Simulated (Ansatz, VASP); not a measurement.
**Two plane-wave programs on GaP**

The input INCAR:

```
PREC     = Accurate       # precision mode
ENCUT    = 520            # plane-wave cutoff, eV
EDIFF    = 1E-7           # SCF threshold, eV
ISMEAR   = 0              # smearing method
SIGMA    = 0.02           # smearing width, eV
LREAL    = False          # projectors in reciprocal space
LASPH    = True           # aspherical terms in the spheres
NELM     = 100            # most SCF steps
ALGO     = Normal         # electronic algorithm
ISIF     = 2              # what is computed and relaxed
LWAVE    = False          # write WAVECAR
LCHARG   = True           # write CHGCAR
GGA      = PE             # functional
LELF     = True           # ELF
LVHAR    = True         
NBANDS   = 26             # bands
```

KPOINTS

```
regular mesh
0
Gamma
  9 9 9
```

The input POSCAR:

```
GaP
1.0
    1.9728793187      1.1390424057      5.9508787425
   -1.9728793187      1.1390424057      5.9508787425
    0.0000000000     -2.2780848115      5.9508787425
Ga P
2 2
Direct
    0.4318991288      0.4318991288      0.4318991288
    0.5681008712      0.5681008712      0.5681008712
    0.0638445422      0.0638445422      0.0638445422
    0.9361554578      0.9361554578      0.9361554578
```

Input for Ansatz:

```yaml
crystal:
  lattice:
    - [1.9728793187, 1.1390424057, 5.9508787425]
    - [-1.9728793187, 1.1390424057, 5.9508787425]
    - [0.0, -2.2780848115, 5.9508787425]
  atoms:
    - { symbol: Ga, position: [0.4318991288, 0.4318991288, 0.4318991288] }
    - { symbol: Ga, position: [0.5681008712, 0.5681008712, 0.5681008712] }
    - { symbol: P, position: [0.0638445422, 0.0638445422, 0.0638445422] }
    - { symbol: P, position: [0.9361554578, 0.9361554578, 0.9361554578] }
basis:
  ecutwfc: 420
kpoints:
  mp_grid: { grid: [9, 9, 9] }
hamiltonian:
  xc: pbe
scf:
  occupations: { method: gaussian, width: 0.02 }
output:
  forces: true
  stress: true
  eigenvalues: true
```

Alike in both runs: task single point; functional PBE; k mesh 9 × 9 × 9; occupations gaussian, width 0.02 eV; no spin polarisation.

|  | VASP | Ansatz |
| --- | --- | --- |
| version | VASP 6.6.1 | Ansatz 0.2.0 |
| potentials or method | VASP PAW PBE potentials, release 64 (Ga_d, P) | scalar-relativistic, plane waves, PAW |
| plane-wave cutoff (eV) | 520 | 420 |
| valence electrons in the cell | 36 | 36 |

Ansatz gave:

* gap on the k mesh at the Fermi level (eV): none
* pressure (GPa): 3.5
* largest component of the traceless stress (GPa): 4.24
* rms of the force components (eV/Å): 0.581

**Question.** What did VASP give for the same quantities?

**Answer.** gap on the k mesh at the Fermi level (eV): none; pressure (GPa): 3.5; largest component of the traceless stress (GPa): 4.21; rms of the force components (eV/Å): 0.591.

Atom by atom the forces differ by 0.011 eV/Å (rms over components). A gap of «none» marks a metal or a gap that the smearing closes.

Caveats: forces of over 1 eV/Å show positions far from the minimum, so gaps and moduli don't describe the material at rest.
